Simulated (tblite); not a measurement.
Compound: C₅H₅N.
SMILES with atom numbers: `[cH:1]1[cH:2][cH:3][n:4][cH:5][cH:6]1` (hydrogens: H7 on C1; H8 on C2; H9 on C3; H10 on C5; H11 on C6)

Structure optimised with GFN2-xTB, isolated species.

(1) List the bond lengths and angles at this level.

## Answers

(1) 
```
         bond  length (bohr)     order
 C1–C2, C1–C6          2.619  aromatic
 C2–C3, C5–C6          2.621  aromatic
 C3–N4, N4–C5          2.497  aromatic
        C1–H7          2.043    single
C2–H8, C6–H11          2.040    single
C3–H9, C5–H10          2.046    single
```

Bonds in one row agree within 0.02 bohr and their mean is given. Orders are formal, as drawn. A selection of angles:
```
   angle  degrees
C2–C1–C6    118.7
C2–C1–H7    120.7
C1–C2–C3    118.2
C1–C2–H8    121.2
C3–C2–H8    120.6
C2–C3–N4    123.4
C2–C3–H9    121.1
N4–C3–H9    115.5
C3–N4–C5    118.1
```

The 6-membered ring C1–C2–C3–N4–C5–C6 has internal angles of 118.1° to 123.4° (sum 720°, against 720° for a flat polygon); it is planar, 0.00 Å rms from its mean plane, widest ring torsion 0°. All 4 C–C bonds measure 1.386 to 1.387 Å. The 6 heavy atoms lie in one plane (0.000 Å rms).

Point group: C2v (tolerance 0.08 Å). Its GFN2-xTB frequencies are all real (lowest 326 cm⁻¹).

These are computed values.
